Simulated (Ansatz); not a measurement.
# WSe2: the cell at several levels of theory, part 2 of 3

The system is WSe2 (CdCl2 type), a generated structure that needn't be the ground state.

Ansatz 0.2.0, plane waves.

### Step 3. r2SCAN+rVV10: cell and atoms

Start: the result of step 2.

input.yaml

```yaml
crystal:
  lattice:
    - [1.6246448565, 0.9379891452, 6.393437801]
    - [-1.6246448565, 0.9379891452, 6.393437801]
    - [0.0, -1.8759782905, 6.393437801]
  atoms:
    - { symbol: W, position: [0.0, 0.0, 0.0] }
    - { symbol: Se, position: [0.2432560859, 0.2432560859, 0.2432560859] }
    - { symbol: Se, position: [0.7567439141, 0.7567439141, 0.7567439141] }
kpoints:
  mp_grid: { grid: [8, 8, 8] }
hamiltonian:
  xc: r2scan
  dispersion: rvv10
scf:
  occupations: { method: fermi_dirac, width: 0.02 }
relax:
  f_tol: 0.005
  cell: {}
```

Launch:

```
$ ansatz run input.yaml --threads 2 --pin off --max-ram 2211MiB --backend cpu --events-out ev --progress --plain --runs-dir out
```

The log of the run:

```text
Warning: RAYON_NUM_THREADS=2 ignored (pool sized by the plan → 2); use --threads N
basis.fft_grid_basis auto: the FFT boxes are laid along the combinations [[1, 0, -1], [0, 1, -1], [0, 0, 1]] of the cell's own vectors, 3.249, 3.249 and 6.663 Å long. The dense box has 27×27×60 points. Along the cell's own vectors, as sized, it would have 60×60×60, 4.94 times as many. Of the 12 symmetry operations that the crystal satisfies within crystal.symmetry.tolerance (time reversal apart; of a slab, those that keep its plane) the dense box along the cell's own vectors carries 12, and the one as laid loses 8 of those. basis.fft_grid_basis: typed keeps the cell's own vectors: state it where this run's energies or levels are differenced outside the engine with another run's, or held beside a run that keeps those vectors.
Engine: ansatz 0.2.0, x86_64-unknown-linux-gnu
Pseudopotentials: kind: paw
Pseudopotential: W, paw, valence charge 14, recommended cutoff 500 eV (meta_gga), W.paw.azcp
Pseudopotential: Se, paw, valence charge 16, recommended cutoff 500 eV (meta_gga), Se.paw.azcp
Functional definition: r2SCAN+rVV10
  parameter k0 = 0.174
  parameter k1 = 0.065
  parameter a1 = 4.9479
  exchange = r2scan_x(k0 = k0, k1 = k1, a1 = a1)
  correlation = r2scan_c + rvv10(11.95, 0.0093)
Crystal: 3 atoms, lattice volume = 58.458 Å³
Basis set: ecut = 500 eV, 1457 PW (Γ), FFT grids on a1−a3, a2−a3, a3, exchange–correlation on 108×108×240 points (64 copies of the dense FFT grid, shifted against one another)
Bands: 28, of which v1, the nominal top of the filled ones, is band 23 counted from 1 (22 counted from 0)
Symmetry: 12 space group operations
Space group: R-3m (ITA 166), of the structure as read, at distance tolerance 3.9e-5 Å
k-points: 65 of 512
Non-local potential: W, projectors of the file, l = 0: 3, l = 1: 2, l = 2: 2, l = 3: 1
Non-local potential: Se, projectors of the file, l = 0: 2, l = 1: 2, l = 2: 3, l = 3: 1
PAW form: soft (Blöchl's): semilocal exchange-correlation on the pseudo side does not see the compensation charge
rVV10 density: all electrons in the spheres
PAW frozen core: W, regenerated for the run's functional (the file was generated under x = pbe(κ = 0.804, μ = 0.2195149727645171), c = pbe(β = 0.06672455060314922))
PAW frozen core: Se, regenerated for the run's functional (the file was generated under x = pbe(κ = 0.804, μ = 0.2195149727645171), c = pbe(β = 0.06672455060314922))
PAW one-centre angular grid: W, 590 points (default); XC on 160 Gauss nodes
PAW one-centre angular grid: Se, 590 points (default); XC on 160 Gauss nodes
Initial density: superposition of atomic densities (neutral atoms: chi_scale 0, normalization atom), corrected by the library's trained network
Initial wavefunctions: pseudopotential atomic-orbital guess
Functional: x = r2scan, c = r2scan + rvv10(b = 11.95, C = 0.0093); τ floored in thin density (d = 2e-4 eV/Å³)
SCF iter   1: F=—  HF=-21349.098833 eV  |F-HF|=—  |Δ(HF+E_count)|=         —  Δρ=5.26e-3  dr2=6.69e-2  dr2_τ=3.63e-2  ethr=1.77e-3  ⟨swp⟩=6.1  Hψ=7369  notcnv=0
preconditioner: auto → LDOS  [metal: Δε(μ)=0.039 eV  Ē_g=9.428 eV  σ=0.020 eV  W_gap=0.42  n_scr=22 (ndim 8)  ℏωp=20.6 eV  f_vac=0.022  D(μ)=1.38/eV (n_scr^D=4)  β→1.0]
SCF iter   2: F=—  HF=-21349.141829 eV  |F-HF|=—  |Δ(HF+E_count)|=   4.30e-2  Δρ=2.98e-3  dr2=1.51e-2  dr2_τ=1.67e-3  ethr=1.45e-4  ⟨swp⟩=3.3  Hψ=3865  notcnv=0  defer=37
SCF iter   3: F=—  HF=-21349.139902 eV  |F-HF|=—  |Δ(HF+E_count)|=   1.93e-3  Δρ=8.76e-4  dr2=1.45e-3  dr2_τ=1.93e-5  ethr=3.29e-5  ⟨swp⟩=2.2  Hψ=3512  notcnv=0  defer=37
SCF iter   4: F=—  HF=-21349.139932 eV  |F-HF|=—  |Δ(HF+E_count)|=   3.02e-5  Δρ=1.85e-4  dr2=2.50e-5  dr2_τ=2.18e-6  ethr=3.16e-6  ⟨swp⟩=2.0  Hψ=2513  notcnv=0  defer=37
SCF iter   5: F=—  HF=-21349.139950 eV  |F-HF|=—  |Δ(HF+E_count)|=   1.76e-5  Δρ=7.09e-5  dr2=2.81e-6  dr2_τ=2.84e-7  ethr=5.44e-8  ⟨swp⟩=2.4  Hψ=3258  notcnv=0  defer=37
SCF iter   6: F=—  HF=-21349.139954 eV  |F-HF|=—  |Δ(HF+E_count)|=   3.98e-6  Δρ=3.09e-5  dr2=6.41e-7  dr2_τ=1.82e-8  ethr=6.10e-9  ⟨swp⟩=2.0  Hψ=3217  notcnv=0  defer=37
SCF iter   7: F=-21349.139955 eV  HF=-21349.139955 eV  |F-HF|=4.75e-8  |Δ(HF+E_count)|=   7.58e-7  Δρ=8.02e-6  dr2=2.73e-8  dr2_τ=1.12e-9  ethr=2.17e-10  ⟨swp⟩=3.2  Hψ=8093  notcnv=0
SCF 1 converged in 7 iterations: F = -21349.139955 eV  dr2 = 2.73e-8
relax step   1: F+E_penalty+E_count = -21349.13995460 eV  Δ(F+E_penalty+E_count) = +0.000e0 eV  max|allowed force component| = 2.873e-1 eV/Å  Δτ_max = 0.0000 Å  P = +0.722 GPa  Ω = 58.458 Å³  (7 SCF iters, dr2 threshold 1.00e-7 eV, accepted)
Crystal: 3 atoms, lattice volume = 65.595 Å³
Basis set: ecut = 500 eV, 1669 PW (Γ), FFT grids on a1−a3, a2−a3, a3, exchange–correlation on 108×108×240 points (64 copies of the dense FFT grid, shifted against one another)
rVV10 density: all electrons in the spheres
Initial density: handed on by an earlier stage of this run
Initial wavefunctions: those handed on with the density
iter 1 solved again at ethr=4.36e-4 eV; its pass at ethr=3.10e-3 eV (dr2=2.01e-1 eV) is discarded
SCF iter   1: F=—  HF=-21348.469764 eV  |F-HF|=—  |Δ(HF+E_count)|=         —  Δρ=1.26e-2  dr2=1.99e-1  dr2_τ=3.98e-1  ethr=4.36e-4  ⟨swp⟩=1.0  Hψ=9679  notcnv=0
preconditioner: auto → LDOS  [metal: Δε(μ)=0.013 eV  Ē_g=9.246 eV  σ=0.020 eV  W_gap=0.16  n_scr=22 (ndim 8)  ℏωp=19.5 eV  f_vac=0.127  D(μ)=2.70/eV (n_scr^D=28)  β→1.0]
SCF iter   2: F=—  HF=-21349.107277 eV  |F-HF|=—  |Δ(HF+E_count)|=   6.38e-1  Δρ=5.60e-3  dr2=2.48e-2  dr2_τ=2.97e-3  ethr=4.32e-4  ⟨swp⟩=4.1  Hψ=3837  notcnv=0
SCF iter   3: F=—  HF=-21349.104416 eV  |F-HF|=—  |Δ(HF+E_count)|=   2.86e-3  Δρ=1.14e-3  dr2=1.51e-3  dr2_τ=8.59e-5  ethr=5.39e-5  ⟨swp⟩=2.8  Hψ=3546  notcnv=0  defer=1
SCF iter   4: F=—  HF=-21349.104526 eV  |F-HF|=—  |Δ(HF+E_count)|=   1.10e-4  Δρ=3.52e-4  dr2=6.43e-5  dr2_τ=1.58e-5  ethr=3.28e-6  ⟨swp⟩=2.0  Hψ=3603  notcnv=0  defer=3
SCF iter   5: F=—  HF=-21349.104541 eV  |F-HF|=—  |Δ(HF+E_count)|=   1.56e-5  Δρ=1.32e-4  dr2=9.64e-6  dr2_τ=9.81e-7  ethr=1.40e-7  ⟨swp⟩=2.0  Hψ=3257  notcnv=0  defer=3
SCF iter   6: F=—  HF=-21349.104553 eV  |F-HF|=—  |Δ(HF+E_count)|=   1.14e-5  Δρ=4.57e-5  dr2=1.99e-6  dr2_τ=1.59e-7  ethr=2.10e-8  ⟨swp⟩=2.0  Hψ=3262  notcnv=0  defer=3
SCF iter   7: F=-21349.104553 eV  HF=-21349.104553 eV  |F-HF|=1.30e-7  |Δ(HF+E_count)|=   1.96e-7  Δρ=1.22e-5  dr2=6.41e-8  dr2_τ=1.80e-9  ethr=6.52e-10  ⟨swp⟩=3.4  Hψ=8379  notcnv=0
SCF 2 converged in 7 iterations: F = -21349.104553 eV  dr2 = 6.41e-8
relax step   2: F+E_penalty+E_count = -21349.10455318 eV  Δ(F+E_penalty+E_count) = +3.540e-2 eV  max|allowed force component| = 5.086e-1 eV/Å  Δτ_max = 0.1786 Å  P = +0.635 GPa  Ω = 65.595 Å³  energy of the carried Pulay correction = -1.368e-3 eV  (7 SCF iters, dr2 threshold 3.00e-7 eV, rejected (line search))
Crystal: 3 atoms, lattice volume = 61.845 Å³
Basis set: ecut = 500 eV, 1535 PW (Γ), FFT grids on a1−a3, a2−a3, a3, exchange–correlation on 108×108×240 points (64 copies of the dense FFT grid, shifted against one another)
rVV10 density: all electrons in the spheres
iter 1 solved again at ethr=1.21e-4 eV; its pass at ethr=3.10e-3 eV (dr2=5.55e-2 eV) is discarded
SCF iter   1: F=—  HF=-21349.145967 eV  |F-HF|=—  |Δ(HF+E_count)|=         —  Δρ=6.83e-3  dr2=5.60e-2  dr2_τ=1.02e-1  ethr=1.21e-4  ⟨swp⟩=1.5  Hψ=9201  notcnv=0
preconditioner: auto → LDOS  [metal: Δε(μ)=0.015 eV  Ē_g=9.292 eV  σ=0.020 eV  W_gap=0.18  n_scr=22 (ndim 8)  ℏωp=20.0 eV  f_vac=0.039  D(μ)=1.54/eV (n_scr^D=4)  β→1.0]
SCF iter   2: F=—  HF=-21349.161418 eV  |F-HF|=—  |Δ(HF+E_count)|=   1.55e-2  Δρ=4.33e-3  dr2=4.47e-2  dr2_τ=2.31e-3  ethr=1.21e-4  ⟨swp⟩=4.0  Hψ=3940  notcnv=0
SCF iter   3: F=—  HF=-21349.155814 eV  |F-HF|=—  |Δ(HF+E_count)|=   5.60e-3  Δρ=1.03e-3  dr2=8.23e-4  dr2_τ=1.43e-5  ethr=9.72e-5  ⟨swp⟩=2.1  Hψ=2497  notcnv=0
SCF iter   4: F=—  HF=-21349.156027 eV  |F-HF|=—  |Δ(HF+E_count)|=   2.13e-4  Δρ=2.74e-4  dr2=5.34e-5  dr2_τ=1.35e-5  ethr=1.79e-6  ⟨swp⟩=2.1  Hψ=2824  notcnv=0  defer=1
SCF iter   5: F=—  HF=-21349.156020 eV  |F-HF|=—  |Δ(HF+E_count)|=   6.89e-6  Δρ=6.24e-5  dr2=2.97e-6  dr2_τ=1.14e-7  ethr=1.16e-7  ⟨swp⟩=2.0  Hψ=3251  notcnv=0  defer=1
SCF iter   6: F=—  HF=-21349.156023 eV  |F-HF|=—  |Δ(HF+E_count)|=   2.22e-6  Δρ=2.18e-5  dr2=2.60e-7  dr2_τ=1.56e-8  ethr=6.45e-9  ⟨swp⟩=2.0  Hψ=3255  notcnv=0  defer=1
SCF iter   7: F=—  HF=-21349.156023 eV  |F-HF|=—  |Δ(HF+E_count)|=   1.51e-7  Δρ=8.40e-6  dr2=3.37e-8  dr2_τ=3.54e-9  ethr=5.66e-10  ⟨swp⟩=2.0  Hψ=3257  notcnv=0  defer=1
SCF iter   8: F=—  HF=-21349.156023 eV  |F-HF|=—  |Δ(HF+E_count)|=   8.28e-8  Δρ=2.23e-6  dr2=3.61e-9  dr2_τ=8.09e-10  ethr=7.33e-11  ⟨swp⟩=2.0  Hψ=2609  notcnv=0  defer=1
SCF iter   9: F=—  HF=-21349.156023 eV  |F-HF|=—  |Δ(HF+E_count)|=   3.15e-9  Δρ=4.39e-7  dr2=2.22e-10  dr2_τ=1.45e-11  ethr=7.85e-12  ⟨swp⟩=2.0  Hψ=2605  notcnv=0  defer=1
SCF iter  10: F=-21349.156023 eV  HF=-21349.156023 eV  |F-HF|=2.18e-11  |Δ(HF+E_count)|=  6.18e-11  Δρ=8.16e-8  dr2=5.26e-12  dr2_τ=1.73e-13  ethr=1.00e-12  ⟨swp⟩=6.9  Hψ=8770  notcnv=0
SCF 3 converged in 10 iterations: F = -21349.156023 eV  dr2 = 5.26e-12
relax step   3: F+E_penalty+E_count = -21349.15602286 eV  Δ(F+E_penalty+E_count) = -1.607e-2 eV  max|allowed force component| = 4.648e-2 eV/Å  Δτ_max = 0.0800 Å  P = -0.327 GPa  Ω = 61.845 Å³  energy of the carried Pulay correction = -6.697e-4 eV  (10 SCF iters, accepted)
[... 12 lines left out ...]
relax step   4: F+E_penalty+E_count = -21349.15803820 eV  Δ(F+E_penalty+E_count) = -2.015e-3 eV  max|allowed force component| = 7.113e-2 eV/Å  Δτ_max = 0.0159 Å  P = +0.316 GPa  Ω = 60.930 Å³  energy of the carried Pulay correction = -4.925e-4 eV  (6 SCF iters, dr2 threshold 3.00e-7 eV, accepted)
[... 9 lines left out ...]
relax step   5: F+E_penalty+E_count = -21349.15830648 eV  Δ(F+E_penalty+E_count) = -2.683e-4 eV  max|allowed force component| = 1.896e-2 eV/Å  Δτ_max = 0.0095 Å  P = -0.135 GPa  Ω = 60.792 Å³  energy of the carried Pulay correction = -4.656e-4 eV  (4 SCF iters, dr2 threshold 3.00e-7 eV, accepted)
[... 11 lines left out ...]
relax step   6: F+E_penalty+E_count = -21349.15844278 eV  Δ(F+E_penalty+E_count) = -1.363e-4 eV  max|allowed force component| = 6.469e-3 eV/Å  Δτ_max = 0.0025 Å  P = +0.025 GPa  Ω = 60.783 Å³  energy of the carried Pulay correction = -4.638e-4 eV  (5 SCF iters, dr2 threshold 8.69e-8 eV, accepted)
[... 10 lines left out ...]
relax step   7: F+E_penalty+E_count = -21349.15848042 eV  Δ(F+E_penalty+E_count) = -3.764e-5 eV  max|allowed force component| = 6.674e-3 eV/Å  Δτ_max = 0.0006 Å  P = +0.038 GPa  Ω = 60.776 Å³  energy of the carried Pulay correction = -4.624e-4 eV  (5 SCF iters, dr2 threshold 2.98e-8 eV, accepted)
[... 9 lines left out ...]
relax step   8: F+E_penalty+E_count = -21349.15848512 eV  Δ(F+E_penalty+E_count) = -4.702e-6 eV  max|allowed force component| = 1.381e-4 eV/Å  Δτ_max = 0.0001 Å  P = +0.001 GPa  Ω = 60.779 Å³  energy of the carried Pulay correction = -4.630e-4 eV  (4 SCF iters, dr2 threshold 1.22e-8 eV, accepted)
rVV10 density: all electrons in the spheres
Initial wavefunctions: pseudopotential atomic-orbital guess (no wavefunctions were taken with the density)
iter 1 solved again at ethr=6.77e-8 eV; its pass at ethr=3.10e-3 eV (dr2=3.12e-5 eV) is discarded
SCF iter   1: F=—  HF=-21349.158947 eV  |F-HF|=—  |Δ(HF+E_count)|=         —  Δρ=1.00e-4  dr2=4.01e-7  dr2_τ=4.32e-6  ethr=6.77e-8  ⟨swp⟩=3.8  Hψ=12161  notcnv=0
preconditioner: auto → LDOS  [metal: Δε(μ)=0.006 eV  Ē_g=9.338 eV  σ=0.020 eV  W_gap=0.07  n_scr=22 (ndim 8)  ℏωp=20.2 eV  f_vac=0.034  D(μ)=1.41/eV (n_scr^D=4)  β→1.0]
SCF iter   2: F=—  HF=-21349.158977 eV  |F-HF|=—  |Δ(HF+E_count)|=   2.99e-5  Δρ=4.07e-6  dr2=9.03e-9  dr2_τ=3.59e-9  ethr=8.71e-10  ⟨swp⟩=2.0  Hψ=2791  notcnv=0
SCF iter   3: F=—  HF=-21349.158977 eV  |F-HF|=—  |Δ(HF+E_count)|=   4.35e-9  Δρ=1.84e-6  dr2=3.06e-9  dr2_τ=1.08e-9  ethr=1.96e-11  ⟨swp⟩=2.1  Hψ=3337  notcnv=0
SCF iter   4: F=—  HF=-21349.158977 eV  |F-HF|=—  |Δ(HF+E_count)|=  5.64e-10  Δρ=6.37e-7  dr2=3.61e-10  dr2_τ=2.50e-12  ethr=6.66e-12  ⟨swp⟩=2.1  Hψ=2218  notcnv=0
SCF iter   5: F=-21349.158977 eV  HF=-21349.158977 eV  |F-HF|=0.00e0  |Δ(HF+E_count)|=  1.31e-10  Δρ=1.31e-7  dr2=1.27e-11  dr2_τ=1.70e-13  ethr=1.00e-12  ⟨swp⟩=5.0  Hψ=8859  notcnv=0
SCF 9 converged in 5 iterations: F = -21349.158977 eV  dr2 = 1.27e-11
relax step   9: F+E_penalty+E_count = -21349.15897717 eV  Δ(F+E_penalty+E_count) = -4.920e-4 eV  max|allowed force component| = 1.445e-4 eV/Å  Δτ_max = 0.0000 Å  P = +0.005 GPa  Ω = 60.779 Å³  stress off target by 7.05e-3 GPa  SCF on the basis re-selected at this cell (its energy is not comparable with the rows above)  (5 SCF iters)
basis re-selected at this cell: Δ(F+E_penalty+E_count) = -4.920e-4 eV, ΔP = +0.004 GPa vs the last step (what re-selecting the basis moved, of the pressure what is left beyond the Pulay correction that the steps carried, after the strain that the cell walked since its last selection, with what the two solves' SCF thresholds leave and, on support functions, any second-order correction that the steps lacked; it is no measure of the basis error at this ecutwfc). This SCF's stress stands 7.05e-3 GPa from its target on what of the cell is left free (relax.cell.stress_tol is 5.00e-2 GPa) and its largest allowed force component is 1.44e-4 eV/Å (relax.f_tol is 5.00e-3 eV/Å): within both
SCF converged after 5 iterations
Free energy (F): -21349.158977 eV
Harris-Foulkes:  -21349.158977 eV  (|F-HF|=0.00e0)
Internal energy: -21349.157026 eV  (E = F + TS)
E sigma→0 (E₀):  -21349.158002 eV
Entropy (-TS):   -0.001951 eV (-0.650 meV/atom)
Fermi energy:    13.308333 eV
--- Per-component energies (eV) ---
  E_band       = -883.441768
  E_kinetic    = 689.601437
  E_local      = -5634.921840  (includes V_loc(G=0)·N_el)
  E_nonlocal   = -1187.385638
  E_hartree    = 2708.959078
  E_xc         = -440.533568
  E_vxc        = -470.978549  (∫ρ·V_xc dr)
  E_paw        = -12444.321820  (= ΣΔE_a)
  E_vpaw       = 278.524499  (= ΣTr[D̂ρ^β])
  E_aug_tail   = -0.000455  (compensation charges beyond the density's cutoff)
  E_vtau       = 23.800562  (kinetic-family band-sum trace: ∫τ·v_τ [+ j·A + Jᵃ·Aᵃ] dr)
  E_ewald      = -5036.436731
  E_core_change = -4.117489  (= ΣΔE_core)
  E_smearing   = -0.001951  (= −TS)
  E_closure    = 0.000000  (closes the sum)
  Σ components = -21349.158977   (vs F -21349.158977, Δ=0.00e0)
--- Forces (eV/Å), atoms counted from 1 ---
  atom   1  W      0.00000000     0.00000000     0.00000000
  atom   2  Se    -0.00000000     0.00000000    -0.00014447
  atom   3  Se    -0.00000000    -0.00000000     0.00014447
  max |Σ_I F_I| component: 5.78e-19 eV/Å
--- Stress (GPa, compression-positive) ---
        0.004694       0.000000       0.000000
        0.000000       0.004694      -0.000000
        0.000000      -0.000000       0.007048
  P = ⅓ Tr σ = 0.0055 GPa (0.055 kbar)
--- Relaxed structure (8 steps of the walk, 7 accepted, 1 SCFs on fresh bases) ---
  F+E_penalty+E_count = -21349.15897717 eV   max|allowed force component| = 1.445e-4 eV/Å   (the final SCF, on the basis selected at the relaxed cell)
  cell:  # Å, volume = 60.7792 Å³
    - [1.6433003450176766, 0.9487598965384225, 6.497266994034161]
    - [-1.6433003450176766, 0.9487598965384225, 6.497266994034161]
    - [6.559339212323753e-18, -1.897519793127657, 6.497266994026742]
  atoms:
    - { symbol: W, position: [7.536909674089258e-21, 7.536909674089138e-21, 7.536909678093382e-21] }
    - { symbol: Se, position: [0.2462563271723145, 0.2462563271723145, 0.24625632717231447] }
    - { symbol: Se, position: [0.7537436728276854, 0.7537436728276854, 0.7537436728276853] }
```

Run time: 37 s. Hardware: 2 threads of AMD EPYC 9R45 (Zen 5), shared host; peak memory 0.74 GiB.

The path of the relaxation:

```tsv
step	energy change (meV/atom)	largest force (eV/Å)	pressure (GPa)	volume (Å³/atom)
1	0.0	0.2873	0.72	19.486
2*	11.8	0.5086	0.63	21.865
3	-5.4	0.0465	-0.33	20.615
4	-6.0	0.0711	0.32	20.310
5	-6.1	0.0190	-0.13	20.264
6	-6.2	0.0065	0.02	20.261
7	-6.2	0.0067	0.04	20.259
8	-6.2	0.0001	0.00	20.260
9	-6.3	0.0001	0.01	20.260
```

A star marks a trial step that the optimiser took back.

Step 9 solves the same cell on a plane-wave basis chosen anew, so the energy can jump there without a move.

The table lists every geometry solved, with passes on a fresh basis, whose energies don't compare exactly with the rows above.

```
                       before   after   change
                a (Å)   3.249   3.287  +1.15 %
                c (Å)  19.180  19.492  +1.62 %
     volume (Å³/atom)  19.486  20.260  +3.97 %
shortest distance (Å)   2.550   2.546  -0.18 %
          space group    R-3m    R-3m     same
```

(Part 2 of 3 ends here.)
